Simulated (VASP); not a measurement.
# Al (Im-3m) in VASP: settings compared

Aim: see how the results for Al move with the level of theory and the settings. Levels: RPBE, PBEsol, LDA, PBE, PBE+D3(BJ). Tasks: relaxation of cell and atoms.

All numbers are computed with VASP 6.6.1; they aren't measurements. Logs are shortened: lines on timing, memory, paths and dates and some standing lists are left out, and cuts for length are marked.

### Step 1. The crystal as given

The structure is cubic, space group Im-3m (No. 229). The conventional cell has a = 3.214 Å, b = 3.214 Å, c = 3.214 Å, α = 90.00°, β = 90.00°, γ = 90.00°. Around Al (site symmetry m-3m) lie 8 Al at 2.78 Å.

This isn't the form of Al at room conditions, which is fcc.

### Step 2. Relaxation of cell and atoms, RPBE

File INCAR:

```
PREC = Accurate
ENCUT = 600
EDIFF = 1E-7
ISMEAR = 0
SIGMA = 0.1
LREAL = F
LASPH = T
NELM = 100
ALGO = Normal
ISIF = 3
LWAVE = F
LCHARG = F
GGA = RP
IBRION = 2
NSW = 90
EDIFFG = -0.005
```

File KPOINTS:

```
regular mesh
0
Gamma
  18 18 18
```

File POSCAR:

```
Al
1.0
   -1.6070005800      1.6070005800      1.6070005800
    1.6070005800     -1.6070005800      1.6070005800
    1.6070005800      1.6070005800     -1.6070005800
Al
1
Direct
    0.0000000000      0.0000000000      0.0000000000
```

Potentials or basis: VASP PAW PBE potentials, release 64 (Al).

Command:

```console
cat potpaw_PBE.64/Al/POTCAR > POTCAR
mpirun -np 1 vasp_std > vasp.out
```

OUTCAR:

```text
PREC = Accurate
   ENCUT = 600
   EDIFF = 1E-7
   ISMEAR = 0
   LREAL = F
   LASPH = T
   NELM = 100
   ISIF = 3
   GGA = RP
   IBRION = 2
   NSW = 90
   EDIFFG = -0.005

 ion  position               nearest neighbor table
   1  0.000  0.000  0.000-

  LATTYP: Found a body centered cubic cell.
 ALAT       =     3.2140011600

  Lattice vectors:

 A1 = (  -1.6070005800,   1.6070005800,   1.6070005800)
 A2 = (   1.6070005800,  -1.6070005800,   1.6070005800)
 A3 = (   1.6070005800,   1.6070005800,  -1.6070005800)

Analysis of symmetry for initial positions (statically):
=====================================================================
 Subroutine PRICEL returns:
 Original cell was already a primitive cell.

 Routine SETGRP: Setting up the symmetry group for a
 body centered cubic supercell.

 Subroutine GETGRP returns: Found 48 space group operations
 (whereof 48 operations were pure point group operations)
 out of a pool of 48 trial point group operations.

The static configuration has the point symmetry O_h .

Analysis of symmetry for dynamics (positions and initial velocities):
=====================================================================
 Subroutine PRICEL returns:
 Original cell was already a primitive cell.

 Routine SETGRP: Setting up the symmetry group for a
 body centered cubic supercell.

 Subroutine GETGRP returns: Found 48 space group operations
 (whereof 48 operations were pure point group operations)
 out of a pool of 48 trial point group operations.

The dynamic configuration has the point symmetry O_h .

 Subroutine INISYM returns: Found 48 space group operations
 (whereof 48 operations are pure point group operations),
 and found     1 'primitive' translations

----------------------------------------------------------------------------------------

                                     Primitive cell

  volume of cell :      16.6000

  direct lattice vectors                    reciprocal lattice vectors
    -1.607000580  1.607000580  1.607000580     0.000000000  0.311138656  0.311138656
     1.607000580 -1.607000580  1.607000580     0.311138656  0.000000000  0.311138656
     1.607000580  1.607000580 -1.607000580     0.311138656  0.311138656  0.000000000

  length of vectors
     2.783406652  2.783406652  2.783406652     0.440016507  0.440016507  0.440016507

  position of ions in fractional coordinates (direct lattice)
     0.000000000  0.000000000  0.000000000

  ion indices of the primitive-cell ions
   primitive index   ion index
                 1           1

----------------------------------------------------------------------------------------

 KPOINTS: regular mesh

Automatic generation of k-mesh.
 Grid dimensions read from file:
 generate k-points for:   18   18   18

 Generating k-lattice:

  Cartesian coordinates                     Fractional coordinates (reciprocal lattice)
     0.000000000  0.017285481  0.017285481     0.055555556  0.000000000  0.000000000
     0.017285481  0.000000000  0.017285481     0.000000000  0.055555556  0.000000000
     0.017285481  0.017285481  0.000000000     0.000000000  0.000000000  0.055555556

  Length of vectors
     0.024445361  0.024445361  0.024445361

  Shift w.r.t. Gamma in fractional coordinates (k-lattice)
     0.000000000  0.000000000  0.000000000

 Subroutine IBZKPT returns following result:
 ===========================================

 Found    195 irreducible k-points:

 Following reciprocal coordinates:
            Coordinates               Weight
  0.000000  0.000000  0.000000      1.000000
  0.055556  0.000000  0.000000     12.000000
  0.111111  0.000000  0.000000     12.000000
  0.166667  0.000000  0.000000     12.000000
  0.222222  0.000000  0.000000     12.000000
  0.277778  0.000000  0.000000     12.000000
[... 16 lines left out ...]
  0.333333  0.111111  0.000000     48.000000
  0.388889  0.111111  0.000000     48.000000
 [... further k-points ...]
   k-points           NKPTS =    195   k-points in BZ     NKDIM =    195   number of bands    NBANDS=      5
   number of dos      NEDOS =    301   number of ions     NIONS =      1
   total plane-waves  NPLWV =  13824
   dimension x,y,z NGX =    24 NGY =   24 NGZ =   24
   dimension x,y,z NGXF=    48 NGYF=   48 NGZF=   48
   ions per type =               1
   NGX,Y,Z   is equivalent  to a cutoff of  14.33, 14.33, 14.33 a.u.
   NGXF,Y,Z  is equivalent  to a cutoff of  28.67, 28.67, 28.67 a.u.
 SYSTEM =  unknown system
   PREC   = accura    normal or accurate (medium, high low for compatibility)
   ISTART =      0    job   : 0-new  1-cont  2-samecut
   ICHARG =      2    charge: 1-file 2-atom 10-const
   ISPIN  =      1    spin polarized calculation?
   LNONCOLLINEAR =      F non collinear calculations
   LSORBIT =      F    spin-orbit coupling
   LASPH  =      T    aspherical Exc in radial PAW
   ENCUT  =  600.0 eV  44.10 Ry    6.64 a.u.   5.56  5.56  5.56*2*pi/ulx,y,z
   NELM   =    100;   NELMIN=  2; NELMDL= -5     # of ELM steps
   EDIFF  = 0.1E-06   stopping-criterion for ELM
   LREAL  =      F    real-space projection
   EDIFFG = -.5E-02   stopping-criterion for IOM
   NSW    =     90    number of steps for IOM
   IBRION =      2    ionic relax: 0-MD 1-quasi-New 2-CG
   NFREE  =      1    steps in history (QN), initial steepest desc. (CG)
   ISIF   =      3    stress and relaxation
   ISYM   =      2    0-nonsym 1-usesym 2-fastsym
   POTIM  = 0.5000    time-step for ionic-motion
   TEBEG  =    0.0;   TEEND  =   0.0 temperature during run
   PSTRESS=    0.0 pullay stress
   NELECT =       3.0000    total number of electrons
   NUPDOWN=      -1.0000    fix difference up-down
   EMIN   =  10.00;   EMAX   =-10.00  energy-range for DOS
   EFERMI =   0.00;   METHOD = LEGACY
   ISMEAR =     0;   SIGMA  =   0.10  broadening in eV -4-tet -1-fermi 0-gaus
   EFERMI_NEDOS =   21; number of points for ismear=-14 and -15
   IALGO  =     38    algorithm
   IMIX   =      4    mixing-type and parameters
     AMIX     =   0.40;   BMIX     =  1.00
     AMIX_MAG =   1.60;   BMIX_MAG =  1.00
  volume/ion in A,a.u.               =      16.60       112.02
  Fermi-wavevector in a.u.,A,eV,Ry     =   0.925577  1.749087 11.656013  0.856693
  Thomas-Fermi vector in A             =   2.051446
   LORBIT       =      0    0 simple, 1 ext, 2 COOP (PROOUT), +10 PAW based schemes
   GGA     = RP    functional components
   LHFCALC =     F    Hartree Fock is set to
   AEXX    =    0.0000 exact exchange contribution
   IVDW    =     0    specifies the selected vdW correction
   LEPSILON=     F    determine dielectric tensor
   LRPA    =     F    only Hartree local field effects (RPA)
 conjugate gradient relaxation of ions
 non-spin polarized calculation
 Gauss-broadening in eV      SIGMA  =   0.10
  energy-cutoff  :      600.00
  volume of cell :       16.60
 maximum number of plane-waves:       586
 NGX is ok and might be reduce to    24
   NGX = 11   NGY = 11   NGZ = 11

--------------------------------------- Ionic step        1  -------------------------------------------

 number of electron       3.0000000 magnetization

 Free energy of the ion-electron system (eV)
  ---------------------------------------------------
  ext. energy  EPLUGINS =         0.00000000
  ---------------------------------------------------
  free energy    TOTEN  =        -3.41022964 eV

  energy without entropy =       -3.40838724  energy(sigma->0) =       -3.40930844

 E-fermi :   8.0501     XC(G=0): -10.1239

 val. band max:        8.0477100900   @ k =   0.2778   0.1667   0.0556
 cond. band min:       8.0545317388   @ k =  -0.3889   0.3889   0.1667
 fundamental gap:      0.0068216488
 Fermi energy:         8.0501265920

 k-point     1 :       0.0000    0.0000    0.0000
  band No.  band energies     occupation
      1      -3.0600      2.00000
      2      21.2509      0.00000
      3      21.2509      0.00000
      4      21.2509      0.00000
      5      22.7837      0.00000

 k-point     2 :       0.0556    0.0000    0.0000
  band No.  band energies     occupation
      1      -2.9715      2.00000
      2      20.1068      0.00000
      3      20.5840      0.00000
      4      20.8769      0.00000
      5      22.3810      0.00000

 k-point     3 :       0.1111    0.0000    0.0000
  band No.  band energies     occupation
      1      -2.7062      2.00000
      2      17.9821      0.00000
      3      19.6065      0.00000
      4      20.0548      0.00000
      5      21.5461      0.00000
[... 225 lines left out ...]
 POSITION                                       TOTAL-FORCE (eV/Angst)
 -----------------------------------------------------------------------------------
      1.62841     -1.62841      1.62841        -0.000000      0.000000      0.000000
 -----------------------------------------------------------------------------------
    total drift:                               -0.000000      0.000000     -0.000000

  FREE ENERGIE OF THE ION-ELECTRON SYSTEM (eV)
  ---------------------------------------------------
  free  energy   TOTEN  =        -3.4151243956 eV

  energy  without entropy=       -3.4135407796  energy(sigma->0) =       -3.41433259

--------------------------------------- Ionic step        3  -------------------------------------------

 number of electron       3.0000000 magnetization

 Free energy of the ion-electron system (eV)
  ---------------------------------------------------
  ext. energy  EPLUGINS =         0.00000000
  ---------------------------------------------------
  free energy    TOTEN  =        -3.41516867 eV

  energy without entropy =       -3.41357398  energy(sigma->0) =       -3.41437132

 E-fermi :   7.6693     XC(G=0):  -9.9945

 val. band max:        7.6013757707   @ k =   0.2778   0.1111   0.1111
 cond. band min:       7.6770263812   @ k =   0.2778   0.1667   0.0556
 fundamental gap:      0.0756506105
 Fermi energy:         7.6693194429

 k-point     1 :       0.0000    0.0000    0.0000
  band No.  band energies     occupation
      1      -3.1845      2.00000
      2      20.6590      0.00000
      3      20.6590      0.00000
      4      20.6590      0.00000
      5      21.8862      0.00000

 k-point     2 :       0.0556    0.0000    0.0000
  band No.  band energies     occupation
      1      -3.0981      2.00000
      2      19.4758      0.00000
      3      19.9288      0.00000
      4      20.2967      0.00000
      5      21.5451      0.00000

 k-point     3 :       0.1111    0.0000    0.0000
  band No.  band energies     occupation
      1      -2.8391      2.00000
      2      17.3890      0.00000
      3      18.9369      0.00000
      4      19.4982      0.00000
      5      20.7873      0.00000
[... 190 lines left out ...]
 POSITION                                       TOTAL-FORCE (eV/Angst)
 -----------------------------------------------------------------------------------
      0.00000      0.00000     -0.00000        -0.000000     -0.000000      0.000000
 -----------------------------------------------------------------------------------
    total drift:                                0.000000     -0.000000     -0.000000

  FREE ENERGIE OF THE ION-ELECTRON SYSTEM (eV)
  ---------------------------------------------------
  free  energy   TOTEN  =        -3.4151686700 eV

  energy  without entropy=       -3.4135739771  energy(sigma->0) =       -3.41437132

 reached required accuracy - stopping structural energy minimisation
```

Wall time 12 s (1 thread of Intel Xeon Platinum 8559C (Emerald Rapids), shared host); peak memory 0.14 GiB.

Results:

* Free energy: -3.4152 eV
* Relaxed volume: 17.21 Å³/atom
* Relaxed cell: a = 2.817 Å, b = 2.817 Å, c = 2.817 Å, α = 109.47°, β = 109.47°, γ = 109.47°
* Space group after relaxing (to 0.05 Å): Im-3m (No. 229)
* Energy gained by relaxing: 4.9 meV/atom
* Ionic steps: 3
* Pressure after relaxing: 0.0 GPa
* Band gap on the k mesh: none (metal or under the smearing width)

The path:
| step | energy change (eV) | largest force (eV/Å) | pressure (GPa) | volume (Å³) |
| --- | --- | --- | --- | --- |
| 1 | 0.0000 | 0.0000 | 2.67 | 16.60 |
| 2 | -0.0049 | 0.0000 | -0.23 | 17.27 |
| 3 | -0.0049 | 0.0000 | 0.00 | 17.21 |

Final structure:
```
Al
1.0
    -1.62652    1.62652    1.62652
     1.62652   -1.62652    1.62652
     1.62652    1.62652   -1.62652
Al
1
Direct
  0.00000 0.00000 0.00000
```

Caveat: the PAW data sets were made with another functional, which shifts forces and pressure a little.

[end of part 1 of 2]
